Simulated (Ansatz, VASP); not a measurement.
# MgO in VASP and in Ansatz

```
Mg O
1.0
     3.48410    0.00000    0.00000
    -1.74205    3.01732    0.00000
     0.00000    0.00000    4.18569
Mg O
2 2
Cartesian
  1.7421 1.0058 3.1393
  0.0000 2.0115 1.0464
  1.7421 1.0058 1.0464
  0.0000 2.0115 3.1393
```

Measurements of this composition are mostly on another form, of space group No. 225.

Alike in both runs: task single point; functional r2SCAN; k mesh 6 × 6 × 6; occupations gaussian, width 0.05 eV; no spin polarisation.

```csv
,VASP,Ansatz
version,VASP 6.6.1,Ansatz 0.2.0
potentials or method,"VASP PAW PBE potentials, release 64 (Mg, O)","scalar-relativistic, plane waves, PAW"
plane-wave cutoff (eV),520,500
valence electrons in the cell,16,32
```

VASP gave:

- gap on the k mesh at the Fermi level (eV): 4.08
- least direct gap on the mesh (eV): 4.08
- pressure (GPa): -0.8
- largest component of the traceless stress (GPa): 0.21

Which values does Ansatz return?

gap on the k mesh at the Fermi level (eV): 4.09; least direct gap on the mesh (eV): 4.09; pressure (GPa): 0.0; largest component of the traceless stress (GPa): 0.02.

The two sets of potentials don't hold the same shells in valence.

Caveats: the PAW data sets were made with another functional, which shifts forces and pressure a little (VASP). r2SCAN opens gaps a little over a GGA but as a rule still falls short of measured ones.
